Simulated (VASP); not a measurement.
# BN: molecular dynamics with a thermostat

BN, F-43m (no. 216), 8 atoms in the cell. PBE, molecular dynamics; PAW potentials N, B (PBE set).

Ensemble: NVT; Target temperature (K): 600.

## Input

INCAR:
```
GGA = PE ; PREC = Normal
ENCUT = 400 ; EDIFF = 1E-5
NELMIN = 4 ; NELM = 60
ALGO = Normal ; LREAL = Auto
LASPH = T ; ISMEAR = 0
SIGMA = 0.05 ; ISYM = 0
LWAVE = F ; LCHARG = F
IBRION = 0 ; NSW = 80
POTIM = 1.0 ; TEBEG = 600
TEEND = 600 ; ISIF = 2
MDALGO = 1 ; ANDERSEN_PROB = 0.05
RANDOM_SEED = 594992 0 0 ; KPAR = 2
```

KPOINTS:
```
k-points
0
Gamma
  3 3 3
```

POSCAR:
```
BN
1.0
    3.6260020000      0.0000000000      0.0000000000
    0.0000000000      3.6260020000      0.0000000000
    0.0000000000      0.0000000000      3.6260020000
N B
4 4
Direct
    0.2500000000      0.2500000000      0.7500000000
    0.2500000000      0.7500000000      0.2500000000
    0.7500000000      0.2500000000      0.2500000000
    0.7500000000      0.7500000000      0.7500000000
    0.0000000000      0.0000000000      0.0000000000
    0.0000000000      0.5000000000      0.5000000000
    0.5000000000      0.0000000000      0.5000000000
    0.5000000000      0.5000000000      0.0000000000
```

Commands:
```
cat potpaw_PBE.64/N/POTCAR potpaw_PBE.64/B/POTCAR > POTCAR
mpirun -np 2 vasp_std > vasp.out
```

## Result

- Mean temperature (K): 447
- Rise of the mean potential energy above the start (meV/atom): 52.7
- Electronic steps per ionic step after the first: 4.5

Course of the run:

| Time (fs) | Temperature (K) | Potential energy less the first (meV/atom) |
|---|---|---|
| 1 | 600 | 0.0 |
| 7 | 160 | 47.4 |
| 13 | 366 | 45.6 |
| 19 | 325 | 43.1 |
| 25 | 277 | 58.7 |
| 31 | 574 | 45.0 |
| 37 | 657 | 52.4 |
| 44 | 417 | 76.7 |
| 50 | 600 | 43.3 |
| 56 | 577 | 51.3 |
| 62 | 168 | 97.2 |
| 68 | 529 | 70.5 |
| 74 | 592 | 37.9 |
| 80 | 694 | 47.4 |

REPORT:
```
MDALGO =   1
         ANDERSEN_PROB =  0.05000000
               SCALING =       0
                 CNEXP =     9.000   14.000
           RANDOM_SEED =            594992                0                0

   original number of atomic DOF:         21
   number of independent constraints:      0
   number of active DOF:                  21

========================================
         MD step No.       1
========================================

  Atomic velocities initialized by STEP_tb

  >Energies
                    E_tot             E_pot             E_kin               EPS                ES
   e_b>   -0.69244576E+02   -0.69787472E+02    0.54289543E+00    0.00000000E+00    0.00000000E+00

  >Temperature
               T_sim     T_inst
   tmprt>    600.000    600.000

  >Thermostat, num. of collisions:                0

           RANDOM_SEED =            594992              102                0

[... steps left out ...]

========================================
         MD step No.      80
========================================

  >Energies
                    E_tot             E_pot             E_kin               EPS                ES
   e_b>   -0.68780607E+02   -0.69408139E+02    0.62753176E+00    0.00000000E+00    0.00000000E+00

  >Temperature
               T_sim     T_inst
   tmprt>    600.000    693.539

  >Thermostat, num. of collisions:                0

           RANDOM_SEED =            594992             5000                0
```

OSZICAR:
```
N       E                     dE             d eps       ncg     rms          rms(c)
DAV:   1     0.104039357491E+03    0.10404E+03   -0.15212E+04   588   0.122E+03
DAV:   2    -0.688282208043E+02   -0.17287E+03   -0.16554E+03   831   0.272E+02
DAV:   3    -0.735284661292E+02   -0.47002E+01   -0.46856E+01   728   0.490E+01
DAV:   4    -0.735629903233E+02   -0.34524E-01   -0.34490E-01   718   0.446E+00
DAV:   5    -0.735634940483E+02   -0.50373E-03   -0.50366E-03   718   0.490E-01    0.133E+01
DAV:   6    -0.701119475738E+02    0.34515E+01   -0.10961E+01   678   0.196E+01    0.655E+00
DAV:   7    -0.698451017092E+02    0.26685E+00   -0.47199E-01   721   0.481E+00    0.395E+00
DAV:   8    -0.697884812953E+02    0.56620E-01   -0.15779E-01   656   0.281E+00    0.304E-01
DAV:   9    -0.697870118349E+02    0.14695E-02   -0.45711E-03   736   0.450E-01    0.170E-01
DAV:  10    -0.697874680624E+02   -0.45623E-03   -0.90543E-04   706   0.221E-01    0.411E-02
DAV:  11    -0.697874826769E+02   -0.14615E-04   -0.35137E-04   728   0.113E-01    0.283E-02
DAV:  12    -0.697874715277E+02    0.11149E-04   -0.62018E-05   718   0.505E-02    0.459E-03
[... left out ...]
     79 T=   643. E= -.68887606E+02 F= -.69469416E+02 E0= -.69469416E+02  EK= 0.58181E+00 SP= 0.00E+00 SK= 0.00E+00
[... last step whole ...]
       N       E                     dE             d eps       ncg     rms          rms(c)
DAV:   1    -0.694067018881E+02    0.62714E-01   -0.13943E+00   668   0.925E+00    0.224E-01
DAV:   2    -0.694085173421E+02   -0.18155E-02   -0.28013E-02   731   0.126E+00    0.139E-01
DAV:   3    -0.694081724682E+02    0.34487E-03   -0.72703E-04   723   0.237E-01    0.649E-02
DAV:   4    -0.694081369227E+02    0.35546E-04   -0.25876E-04   728   0.123E-01    0.195E-02
DAV:   5    -0.694081386034E+02   -0.16807E-05   -0.27593E-05   606   0.431E-02
     80 T=   694. E= -.68780607E+02 F= -.69408139E+02 E0= -.69408139E+02  EK= 0.62753E+00 SP= 0.00E+00 SK= 0.00E+00
```

Limits: 80 fs of 8 atoms are too short for converged averages; the cell is only 3.6 Å across, so each atom moves in step with near copies of itself.

VASP 6.6.1 took 142 s on 2 cores (AMD EPYC 9R14 (Zen 4)), a shared host.
